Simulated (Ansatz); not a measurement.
**Ag: a tetragonal deformation path**

An exercise on one series of results from a longer session: the logs are not shown, and one member is left open.

Method: DFT PBE, scalar-relativistic, plane waves, PAW, in Ansatz 0.2.0.

## The starting structure

The structure is cubic, space group Fm-3m (No. 225). The conventional cell has a = 4.086 Å, b = 4.086 Å, c = 4.086 Å, α = 90.00°, β = 90.00°, γ = 90.00°. Ag (site symmetry m-3m) is surrounded by 12 Ag at 2.89 Å.

Structure file:

```cif
data_structure
_symmetry_space_group_name_H-M 'P 1'
_symmetry_Int_Tables_number 1
_cell_length_a 2.8894
_cell_length_b 2.8894
_cell_length_c 2.8894
_cell_angle_alpha 60.000
_cell_angle_beta 60.000
_cell_angle_gamma 60.000
_cell_volume 17.06
loop_
_atom_site_label
_atom_site_type_symbol
_atom_site_fract_x
_atom_site_fract_y
_atom_site_fract_z
_atom_site_occupancy
Ag1 Ag 0.00000 0.00000 0.00000 1
```

The cell is taken as given, not relaxed at this level.

## Zero of energy

Reference values: F = -7590.5460 eV; pressure 4.66 GPa; largest force 0.000 eV/Å; gap on the mesh none (metal). It was computed beforehand with the settings of the runs below.

The first run:

At fixed volume and fractional coordinates, lengths along (0.000, 0.000, 1.000) are scaled against those across it; ρ is that ratio over its starting value.

Contents of input.yaml:

```yaml
crystal:
  lattice:
    - [0.0, 2.2934176608, 1.6214462862]
    - [2.2934176608, 0.0, 1.6214462862]
    - [2.2934176608, 2.2934176608, 0.0]
  atoms:
    - { symbol: Ag, position: [0.0, 0.0, 0.0] }
basis:
  ecutwfc: 420
kpoints:
  mp_grid: { grid: [22, 22, 22] }
hamiltonian:
  xc: pbe
scf:
  occupations: { method: gaussian, width: 0.15 }
output:
  forces: true
  stress: true
  eigenvalues: true
```

Command:

```
ansatz run input.yaml --threads 1 --pin off --max-ram 2560MiB --backend cpu --events-out ev --progress --plain --runs-dir out
```

Among the steps run: At ρ = 0.707; At ρ = 1.414; At ρ = 0.850; At ρ = 1.200; Point ρ = 0.780; Point ρ = 1.300; ρ = 0.920; At ρ = 1.100; ρ = 0.650; Point ρ = 1.500; Point ρ = 0.960; At ρ = 1.050.

One of the session's tables, all rows but one given; the rest of the session is left out.

It belongs to the step «The scan collected». 

| ρ | ΔE (meV/atom) | pressure (GPa) |
| --- | --- | --- |
| 0.650 | 37.1 | 5.5 |
| 0.707 | 39.4 | 5.5 |
| 0.780 | 33.6 | 5.4 |
| 0.850 | 21.4 | 5.2 |
| 0.920 | 8.2 | 4.9 |
| 0.960 | 2.3 | 4.7 |
| 1.000 | 0.0 | 4.7 |
| 1.050 | 3.9 | 4.7 |
| 1.100 | 16.5 | 5.1 |
| 1.200 | 67.8 | 6.5 |
| 1.300 | ? | ? |
| 1.414 | 316.5 | 14.3 |
| 1.500 | 475.2 | 19.3 |

Q: Estimate the row for ρ = 1.300 from the others.

Worked estimate for «ΔE (meV/atom)». A straight line through the neighbours (1.200, 67.8) and (1.414, 316.5) gives 67.8 + (316.5 − 67.8) × (1.300 − 1.200) / (1.414 − 1.200) = 184.0; a parabola fitted to 4 rows on both sides gives 159.4.

As computed: ΔE (meV/atom): 158.7; pressure (GPa): 9.4. In «ΔE (meV/atom)» the line misses by +25.3 and the parabola by +0.7.
